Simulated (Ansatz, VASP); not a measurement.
## ZrC: VASP beside Ansatz

```xyz
2
Lattice="0.0000 2.3502 2.3502 2.3502 0.0000 2.3502 2.3502 2.3502 0.0000" Properties=species:S:1:pos:R:3 pbc="T T T"
Zr    2.3502    2.3502    2.3502
C     0.0000    0.0000   -0.2625
```

Change from the starting cell: all C atoms moved +0.263 Å, as atom 2 towards its neighbour atom 1 (Zr) at 2.350 Å.

Alike in both runs: task single point; functional PBEsol; k mesh 18 × 18 × 18; occupations gaussian, width 0.15 eV; no spin polarisation.

|  | VASP | Ansatz |
| --- | --- | --- |
| version | VASP 6.6.1 | Ansatz 0.2.0 |
| potentials or method | VASP PAW PBE potentials, release 64 (Zr_sv, C) | scalar-relativistic, plane waves, PAW |
| plane-wave cutoff (eV) | 520 | 420 |
| valence electrons in the cell | 16 | 16 |

Ansatz gave:

| Property | Result |
| --- | --- |
| gap on the k mesh at the Fermi level (eV) | none |
| pressure (GPa) | 1.2 |
| largest component of the traceless stress (GPa) | 12.80 |
| rms of the force components (eV/Å) | 1.326 |

Question: What did VASP give for the same quantities?

Answer: gap on the k mesh at the Fermi level (eV): none; pressure (GPa): 1.6; largest component of the traceless stress (GPa): 12.90; rms of the force components (eV/Å): 1.337.

Atom by atom the forces differ by 0.011 eV/Å (rms over components). A gap of «none» marks a metal or a gap that the smearing closes. With one functional, cell and mesh, what is left measures potentials, basis and numerics.

Caveats: the PAW data sets were made with another functional, which shifts forces and pressure a little (VASP).
